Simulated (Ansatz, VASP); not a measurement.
## Mo: VASP beside Ansatz

Contents of INCAR:

```
  PREC = Accurate
  ENCUT = 520
  EDIFF = 1E-7
  ISMEAR = 0
  SIGMA = 0.1
  LREAL = False
  LASPH = True
  NELM = 100
  ALGO = Fast
  ISIF = 2
  LWAVE = False
  LCHARG = False
  GGA = PE
  NBANDS = 13
```

Contents of KPOINTS:

```
regular mesh
0
Gamma
  12 12 12
```

File POSCAR:

```
Mo
1.0
   -1.5838089719      1.5838089719      1.5838089719
    1.5838089719     -1.5838089719      1.5838089719
    1.5838089719      1.5838089719     -1.5838089719
Mo
1
Direct
    0.0000000000      0.0000000000      0.0000000000
```

File input.yaml:

```yaml
crystal:
  lattice:
    - [-1.5838089719, 1.5838089719, 1.5838089719]
    - [1.5838089719, -1.5838089719, 1.5838089719]
    - [1.5838089719, 1.5838089719, -1.5838089719]
  atoms:
    - { symbol: Mo, position: [0.0, 0.0, 0.0] }
kpoints:
  mp_grid: { grid: [12, 12, 12] }
scf:
  occupations: { method: gaussian, width: 0.1 }
hamiltonian:
  xc: pbe
  pseudopotentials: { kind: all_electron, lapw: { basis_error: 0.001 } }
output:
  forces: true
  stress: true
  eigenvalues: true
```

Alike in both runs: task single point; functional PBE; k mesh 12 × 12 × 12; occupations gaussian, width 0.1 eV; no spin polarisation.

```csv
,VASP,Ansatz
version,VASP 6.6.1,Ansatz 0.2.0
potentials or method,"VASP PAW PBE potentials, release 64 (Mo_sv)","all-electron LAPW, scalar-relativistic"
plane-wave cutoff (eV),520,see its input
```

|  | VASP | Ansatz | Ansatz less VASP |
| --- | --- | --- | --- |
| gap on the k mesh at the Fermi level (eV) | none | none | - |
| pressure (GPa) | -1.4 | -1.9 | -0.51 |

A gap of «none» marks a metal or a gap that the smearing closes. Ansatz ran all-electron here, so the differences hold the error of VASP's frozen core and of both bases.
